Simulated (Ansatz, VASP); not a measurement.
**Two plane-wave programs on TiC**

```
Ti C
1.0
     0.00000    2.14680    2.14680
     2.14680    0.00000    2.14680
     2.14680    2.14680    0.00000
Ti C
1 1
Direct
  0.00000 0.00000 0.00000
  0.50000 0.50000 0.50000
```

Alike in both runs: functional PBEsol; k mesh 16 × 16 × 16; occupations fermi-dirac, width 0.15 eV; no spin polarisation.

Ansatz relaxed the structure, and its values are those at the end. VASP's run is a single point on that final structure, the one shown.

|  | VASP | Ansatz |
| --- | --- | --- |
| version | VASP 6.6.1 | Ansatz 0.2.0 |
| potentials or method | VASP PAW PBE potentials, release 64 (Ti_sv, C) | scalar-relativistic, plane waves, PAW |
| plane-wave cutoff (eV) | 520 | 420 |
| valence electrons in the cell | 16 | 16 |

|  | VASP | Ansatz | Ansatz less VASP |
| --- | --- | --- | --- |
| gap on the k mesh at the Fermi level (eV) | none | none | - |
| pressure (GPa) | 0.3 | 0.0 | -0.28 |

A gap of «none» marks a metal or a gap that the smearing closes.

Caveats: the PAW data sets were made with another functional, which shifts forces and pressure a little (VASP).
